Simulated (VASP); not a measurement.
# NaH (Fm-3m) in VASP: further runs

One crystal, NaH, is run at these levels: LDA, PBE; tasks: relaxation of cell and atoms.

Program: VASP 6.6.1. These are calculated values, not measurements. Logs are shortened: lines on timing, memory, paths and dates and some standing lists are left out, and cuts for length are marked.

### 1 The structure

Symmetry: Fm-3m, No. 225, cubic system. The conventional cell has a = 4.880 Å, b = 4.880 Å, c = 4.880 Å, α = 90.00°, β = 90.00°, γ = 90.00°. Around Na (site symmetry m-3m) lie 6 H at 2.44 Å. H (site symmetry m-3m) is surrounded by 6 Na at 2.44 Å.

### 2 Relaxation of cell and atoms, LDA

INCAR reads:

```
PREC = Accurate
ENCUT = 600
EDIFF = 1E-6
ISMEAR = 0
SIGMA = 0.03
LREAL = F
LASPH = T
NELM = 80
ALGO = Normal
ISIF = 3
LWAVE = F
LCHARG = F
GGA = CA
IBRION = 2
NSW = 90
EDIFFG = -0.01
```

KPOINTS reads:

```
Automatic mesh
0
Gamma
  10 10 10
```

POSCAR reads:

```
NaH
1.0
    0.0000000000      2.4400000000      2.4400000000
    2.4400000000      0.0000000000      2.4400000000
    2.4400000000      2.4400000000      0.0000000000
Na H
1 1
Direct
    0.0000000000      0.0000000000      0.0000000000
    0.5000000000      0.5000000000      0.5000000000
```

Potentials or basis: VASP PAW LDA potentials, release 64 (Na_pv, H).

Command:

```console
cat potpaw_LDA.64/Na_pv/POTCAR potpaw_LDA.64/H/POTCAR > POTCAR
mpirun -np 1 vasp_std > vasp.out
```

OUTCAR:

```text
PREC = Accurate
   ENCUT = 600
   EDIFF = 1E-6
   ISMEAR = 0
   LREAL = F
   LASPH = T
   NELM = 80
   ISIF = 3
   GGA = CA
   IBRION = 2
   NSW = 90
   EDIFFG = -0.01

 ion  position               nearest neighbor table
   1  0.000  0.000  0.000-
   2  0.500  0.500  0.500-

  LATTYP: Found a face centered cubic cell.
 ALAT       =     4.8800000000

  Lattice vectors:

 A1 = (   0.0000000000,   2.4400000000,   2.4400000000)
 A2 = (   2.4400000000,   0.0000000000,   2.4400000000)
 A3 = (   2.4400000000,   2.4400000000,   0.0000000000)

Analysis of symmetry for initial positions (statically):
=====================================================================
 Subroutine PRICEL returns:
 Original cell was already a primitive cell.

 Routine SETGRP: Setting up the symmetry group for a
 face centered cubic supercell.

 Subroutine GETGRP returns: Found 48 space group operations
 (whereof 48 operations were pure point group operations)
 out of a pool of 48 trial point group operations.

The static configuration has the point symmetry O_h .

Analysis of symmetry for dynamics (positions and initial velocities):
=====================================================================
 Subroutine PRICEL returns:
 Original cell was already a primitive cell.

 Routine SETGRP: Setting up the symmetry group for a
 face centered cubic supercell.

 Subroutine GETGRP returns: Found 48 space group operations
 (whereof 48 operations were pure point group operations)
 out of a pool of 48 trial point group operations.

The dynamic configuration has the point symmetry O_h .

 Subroutine INISYM returns: Found 48 space group operations
 (whereof 48 operations are pure point group operations),
 and found     1 'primitive' translations

----------------------------------------------------------------------------------------

                                     Primitive cell

  volume of cell :      29.0536

  direct lattice vectors                    reciprocal lattice vectors
     0.000000000  2.440000000  2.440000000    -0.204918033  0.204918033  0.204918033
     2.440000000  0.000000000  2.440000000     0.204918033 -0.204918033  0.204918033
     2.440000000  2.440000000  0.000000000     0.204918033  0.204918033 -0.204918033

  length of vectors
     3.450681092  3.450681092  3.450681092     0.354928444  0.354928444  0.354928444

  position of ions in fractional coordinates (direct lattice)
     0.000000000  0.000000000  0.000000000
     0.500000000  0.500000000  0.500000000

  ion indices of the primitive-cell ions
   primitive index   ion index
                 1           1
                 2           2

----------------------------------------------------------------------------------------

 KPOINTS: Automatic mesh

Automatic generation of k-mesh.
 Grid dimensions read from file:
 generate k-points for:   10   10   10

 Generating k-lattice:

  Cartesian coordinates                     Fractional coordinates (reciprocal lattice)
    -0.020491803  0.020491803  0.020491803     0.100000000  0.000000000  0.000000000
     0.020491803 -0.020491803  0.020491803     0.000000000  0.100000000  0.000000000
     0.020491803  0.020491803 -0.020491803     0.000000000  0.000000000  0.100000000

  Length of vectors
     0.035492844  0.035492844  0.035492844

  Shift w.r.t. Gamma in fractional coordinates (k-lattice)
     0.000000000  0.000000000  0.000000000

 Subroutine IBZKPT returns following result:
 ===========================================

 Found     47 irreducible k-points:

 Following reciprocal coordinates:
            Coordinates               Weight
  0.000000  0.000000  0.000000      1.000000
  0.100000  0.000000  0.000000      8.000000
  0.200000  0.000000  0.000000      8.000000
  0.300000  0.000000  0.000000      8.000000
  0.400000  0.000000  0.000000      8.000000
  0.500000  0.000000  0.000000      4.000000
[... 16 lines left out ...]
  0.300000  0.300000  0.000000      6.000000
  0.400000  0.300000  0.000000     24.000000
 [... further k-points ...]
   k-points           NKPTS =     47   k-points in BZ     NKDIM =     47   number of bands    NBANDS=      8
   number of dos      NEDOS =    301   number of ions     NIONS =      2
   total plane-waves  NPLWV =  21952
   dimension x,y,z NGX =    28 NGY =   28 NGZ =   28
   dimension x,y,z NGXF=    56 NGYF=   56 NGZF=   56
   ions per type =               1   1
   NGX,Y,Z   is equivalent  to a cutoff of  13.49, 13.49, 13.49 a.u.
   NGXF,Y,Z  is equivalent  to a cutoff of  26.98, 26.98, 26.98 a.u.
 SYSTEM =  unknown system
   PREC   = accura    normal or accurate (medium, high low for compatibility)
   ISTART =      0    job   : 0-new  1-cont  2-samecut
   ICHARG =      2    charge: 1-file 2-atom 10-const
   ISPIN  =      1    spin polarized calculation?
   LNONCOLLINEAR =      F non collinear calculations
   LSORBIT =      F    spin-orbit coupling
   LASPH  =      T    aspherical Exc in radial PAW
   ENCUT  =  600.0 eV  44.10 Ry    6.64 a.u.   6.89  6.89  6.89*2*pi/ulx,y,z
   NELM   =     80;   NELMIN=  2; NELMDL= -5     # of ELM steps
   EDIFF  = 0.1E-05   stopping-criterion for ELM
   LREAL  =      F    real-space projection
   EDIFFG = -.1E-01   stopping-criterion for IOM
   NSW    =     90    number of steps for IOM
   IBRION =      2    ionic relax: 0-MD 1-quasi-New 2-CG
   NFREE  =      1    steps in history (QN), initial steepest desc. (CG)
   ISIF   =      3    stress and relaxation
   ISYM   =      2    0-nonsym 1-usesym 2-fastsym
   POTIM  = 0.5000    time-step for ionic-motion
   TEBEG  =    0.0;   TEEND  =   0.0 temperature during run
   PSTRESS=    0.0 pullay stress
   NELECT =       8.0000    total number of electrons
   NUPDOWN=      -1.0000    fix difference up-down
   EMIN   =  10.00;   EMAX   =-10.00  energy-range for DOS
   EFERMI =   0.00;   METHOD = LEGACY
   ISMEAR =     0;   SIGMA  =   0.03  broadening in eV -4-tet -1-fermi 0-gaus
   EFERMI_NEDOS =   21; number of points for ismear=-14 and -15
   IALGO  =     38    algorithm
   IMIX   =      4    mixing-type and parameters
     AMIX     =   0.40;   BMIX     =  1.00
     AMIX_MAG =   1.60;   BMIX_MAG =  1.00
  volume/ion in A,a.u.               =      14.53        98.03
  Fermi-wavevector in a.u.,A,eV,Ry     =   1.065054  2.012660 15.433636  1.134340
  Thomas-Fermi vector in A             =   2.200593
   LORBIT       =      0    0 simple, 1 ext, 2 COOP (PROOUT), +10 PAW based schemes
   GGA     = CA    functional components
   LHFCALC =     F    Hartree Fock is set to
   AEXX    =    0.0000 exact exchange contribution
   IVDW    =     0    specifies the selected vdW correction
   LEPSILON=     F    determine dielectric tensor
   LRPA    =     F    only Hartree local field effects (RPA)
 conjugate gradient relaxation of ions
 non-spin polarized calculation
 Gauss-broadening in eV      SIGMA  =   0.03
  energy-cutoff  :      600.00
  volume of cell :       29.05
 maximum number of plane-waves:       982
   NGX = 13   NGY = 13   NGZ = 13

--------------------------------------- Ionic step        1  -------------------------------------------

 number of electron       7.9999996 magnetization

 Free energy of the ion-electron system (eV)
  ---------------------------------------------------
  ext. energy  EPLUGINS =         0.00000000
  ---------------------------------------------------
  free energy    TOTEN  =        -5.37995622 eV

  energy without entropy =       -5.37995622  energy(sigma->0) =       -5.37995622

------------------------ aborting loop because EDIFF is reached ----------------------------------------

  FORCE on cell =-STRESS in cart. coord.  units (eV):
  Direction    XX          YY          ZZ          XY          YZ          ZX
  --------------------------------------------------------------------------------------
  -------------------------------------------------------------------------------------
  Total       -0.4763549     -0.4763549     -0.4763549     -0.0000000      0.0000000      0.0000000
  in kB      -26.2688893    -26.2688893    -26.2688893     -0.0000000      0.0000000      0.0000000
  external PRESSURE =     -26.2688893 kB  Pullay stress =       0.0000000 kB
[... 93 lines left out ...]
  energy  without entropy=       -5.4086984662  energy(sigma->0) =       -5.40869847

--------------------------------------- Ionic step        4  -------------------------------------------

 number of electron       8.0000002 magnetization

 Free energy of the ion-electron system (eV)
  ---------------------------------------------------
  ext. energy  EPLUGINS =         0.00000000
  ---------------------------------------------------
  free energy    TOTEN  =        -5.40933640 eV

  energy without entropy =       -5.40933640  energy(sigma->0) =       -5.40933640

 E-fermi :  -0.7071     XC(G=0):  -8.5598

 val. band max:       -0.9349602732   @ k =  -0.3000   0.5000   0.2000
 cond. band min:       2.6338099001   @ k =   0.5000   0.0000   0.0000
 fundamental gap:      3.5687701733
 Fermi energy:        -0.7070650602

 k-point     1 :       0.0000    0.0000    0.0000
  band No.  band energies     occupation
      1     -22.9416      2.00000
      2     -22.9416      2.00000
      3     -22.9416      2.00000
      4      -4.9687      2.00000
      5      10.2954      0.00000
      6      14.9366      0.00000
      7      14.9366      0.00000
      8      14.9366      0.00000
[... 243 lines left out ...]
 k-point    24 :       0.4000    0.3000    0.0000
  band No.  band energies     occupation
      1     -23.0390      2.00000
      2     -22.9796      2.00000
      3     -22.9756      2.00000
      4      -2.2339      2.00000
      5       4.9921      0.00000
      6       8.3678      0.00000
      7      10.5371      0.00000
      8      11.3642      0.00000

 [... further k-points ...]

------------------------ aborting loop because EDIFF is reached ----------------------------------------

  FORCE on cell =-STRESS in cart. coord.  units (eV):
  Direction    XX          YY          ZZ          XY          YZ          ZX
  --------------------------------------------------------------------------------------
  -------------------------------------------------------------------------------------
  Total        0.0022475      0.0022475      0.0022475      0.0000000     -0.0000000      0.0000000
  in kB        0.1396928      0.1396928      0.1396928      0.0000000     -0.0000000      0.0000000
  external PRESSURE =       0.1396928 kB  Pullay stress =       0.0000000 kB
[... 17 lines left out ...]
  FREE ENERGIE OF THE ION-ELECTRON SYSTEM (eV)
  ---------------------------------------------------
  free  energy   TOTEN  =        -5.4093363965 eV

  energy  without entropy=       -5.4093363965  energy(sigma->0) =       -5.40933640

 reached required accuracy - stopping structural energy minimisation
```

It took 16 s on 1 thread of Intel Xeon Platinum 8488C (Sapphire Rapids), shared host; peak memory 0.14 GiB.

What came out:

| Quantity | Value |
| --- | --- |
| Free energy | -5.4093 eV |
| Relaxed volume | 12.89 Å³/atom |
| Relaxed cell | a = 3.316 Å, b = 3.316 Å, c = 3.316 Å, α = 60.00°, β = 60.00°, γ = 60.00° |
| Space group after relaxing (to 0.05 Å) | Fm-3m (No. 225) |
| Energy gained by relaxing | 14.7 meV/atom |
| Ionic steps | 4 |
| Pressure after relaxing | 0.0 GPa |
| Band gap on the k mesh | 3.57 eV, indirect (least direct gap 4.51 eV) |

Step by step:
| step | energy change (eV) | largest force (eV/Å) | pressure (GPa) | volume (Å³) |
| --- | --- | --- | --- | --- |
| 1 | 0.0000 | 0.0000 | -2.63 | 29.05 |
| 2 | -0.0143 | 0.0000 | -1.98 | 28.06 |
| 3 | -0.0287 | 0.0000 | -0.43 | 26.23 |
| 4 | -0.0294 | 0.0000 | 0.01 | 25.78 |

Final structure:
```cif
data_structure
_symmetry_space_group_name_H-M 'P 1'
_symmetry_Int_Tables_number 1
_cell_length_a 3.3157
_cell_length_b 3.3157
_cell_length_c 3.3157
_cell_angle_alpha 60.000
_cell_angle_beta 60.000
_cell_angle_gamma 60.000
_cell_volume 25.78
loop_
_atom_site_label
_atom_site_type_symbol
_atom_site_fract_x
_atom_site_fract_y
_atom_site_fract_z
_atom_site_occupancy
Na1 Na 0.00000 0.00000 0.00000 1
H1 H 0.50000 0.50000 0.50000 1
```

Caveat: the volume moved by -11 % from the deposited cell, more than functionals usually miss. A k mesh can miss the band edges.

### 3 Relaxation of cell and atoms, LDA

This run uses another cell than the first one, of 12.89 Å³/atom, 0.887 times its volume.

Changes to INCAR since step 2:

```diff
@@ -2,3 +2,3 @@
 ENCUT = 600
-EDIFF = 1E-6
+EDIFF = 1E-7
 ISMEAR = 0
@@ -15,2 +15,2 @@
 NSW = 90
-EDIFFG = -0.01
+EDIFFG = -0.005
```

KPOINTS is that of step 2.

POSCAR reads:

```
NaH                                     
1.0
    0.0000000000      2.3445850399      2.3445850399
    2.3445850399      0.0000000000      2.3445850399
    2.3445850399      2.3445850399      0.0000000000
  Na              H             
     1     1
Direct
     1.0000000000000000    0.0000000000000000    0.0000000000000000
     0.5000000000000000    0.5000000000000000    0.5000000000000000
```

Potentials or basis: VASP PAW LDA potentials, release 64 (Na_pv, H).

Command:

```console
cat potpaw_LDA.64/Na_pv/POTCAR potpaw_LDA.64/H/POTCAR > POTCAR
mpirun -np 1 vasp_std > vasp.out
```

Wall time 6.3 s (1 thread of Intel Xeon Platinum 8488C (Sapphire Rapids), shared host); peak memory 0.13 GiB.

The run converged. Its results:

| Quantity | Value |
| --- | --- |
| Free energy | -5.4087 eV |
| Pressure after relaxing | 0.0 GPa |
| Band gap on the k mesh | 3.57 eV, indirect (least direct gap 4.51 eV) |

Final structure:
```
CELL_PARAMETERS angstrom
0.00000 2.34459 2.34459
2.34459 0.00000 2.34459
2.34459 2.34459 0.00000
ATOMIC_POSITIONS crystal
Na 0.00000 0.00000 0.00000
H 0.50000 0.50000 0.50000
```

Levels at points of the mesh, in eV from the valence-band top:
| k point | band 1 | band 2 | band 3 | band 4 | band 5 | band 6 | band 7 | band 8 |
| --- | --- | --- | --- | --- | --- | --- | --- | --- |
| (0.00, 0.00, 0.00) | -22.01 | -22.01 | -22.01 | -4.03 | 11.23 | 15.87 | 15.87 | 15.87 |
| (0.50, 0.00, 0.00) | -22.14 | -22.02 | -22.02 | -0.94 | 3.57 | 11.23 | 13.65 | 13.65 |
| (0.50, 0.50, 0.00) | -22.12 | -22.05 | -22.05 | -0.19 | 4.49 | 10.01 | 10.91 | 10.91 |

Caveat: the relaxation stopped at its first step, so nothing moved. A k mesh can miss the band edges.

### 4 Relaxation of cell and atoms, PBE

INCAR reads:

```
  ALGO = Normal
  EDIFF = 1E-6
  EDIFFG = -0.01
  ENCUT = 600
  GGA = PE
  IBRION = 2
  ISIF = 3
  ISMEAR = 0
  LASPH = True
  LCHARG = False
  LREAL = False
  LWAVE = False
  NELM = 80
  NSW = 90
  PREC = Accurate
  SIGMA = 0.03
```

KPOINTS reads:

```
k-points
0
Gamma
  10 10 10
```

POSCAR reads:

```
NaH
1.0
    0.0000000000      2.4400000000      2.4400000000
    2.4400000000      0.0000000000      2.4400000000
    2.4400000000      2.4400000000      0.0000000000
Na H
1 1
Direct
    0.0000000000      0.0000000000      0.0000000000
    0.5000000000      0.5000000000      0.5000000000
```

Potentials or basis: VASP PAW PBE potentials, release 64 (Na_pv, H).

Command:

```console
cat potpaw_PBE.64/Na_pv/POTCAR potpaw_PBE.64/H/POTCAR > POTCAR
mpirun -np 1 vasp_std > vasp.out
```

Run time: 25 s. Hardware: 1 thread of Intel Xeon Platinum 8488C (Sapphire Rapids), shared host; peak memory 0.15 GiB.

The run converged. Its results:

- Free energy: -5.0881 eV
- Relaxed volume: 14.12 Å³/atom
- Relaxed cell: a = 3.418 Å, b = 3.418 Å, c = 3.418 Å, α = 60.00°, β = 60.00°, γ = 60.00°
- Space group after relaxing (to 0.05 Å): Fm-3m (No. 225)
- Energy gained by relaxing: 0.9 meV/atom
- Ionic steps: 5
- Pressure after relaxing: 0.0 GPa
- Band gap on the k mesh: 3.78 eV, indirect (least direct gap 4.61 eV)

The path:
| step | energy change (eV) | largest force (eV/Å) | pressure (GPa) | volume (Å³) |
| --- | --- | --- | --- | --- |
| 1 | 0.0000 | 0.0000 | -0.64 | 29.05 |
| 2 | -0.0008 | 0.0000 | -0.46 | 28.81 |
| 3 | -0.0016 | 0.0000 | -0.18 | 28.45 |
| 4 | -0.0011 | 0.0000 | 0.43 | 27.75 |
| 5 | -0.0017 | 0.0000 | -0.04 | 28.24 |

Final structure:
```
CELL_PARAMETERS angstrom
0.00000 2.41715 2.41715
2.41715 0.00000 2.41715
2.41715 2.41715 0.00000
ATOMIC_POSITIONS crystal
Na 0.00000 0.00000 0.00000
H 0.50000 0.50000 0.50000
```

Levels at points of the mesh, in eV from the valence-band top:
```
           k point  band 1  band 2  band 3  band 4  band 5  band 6  band 7  band 8
(0.00, 0.00, 0.00)  -22.09  -22.09  -22.09   -3.60   10.43   15.61   15.61   15.61
(0.50, 0.00, 0.00)  -22.18  -22.10  -22.10   -0.84    3.78   10.79   13.39   13.39
(0.50, 0.50, 0.00)  -22.17  -22.12  -22.12   -0.16    4.65   10.05   10.68   10.68
```
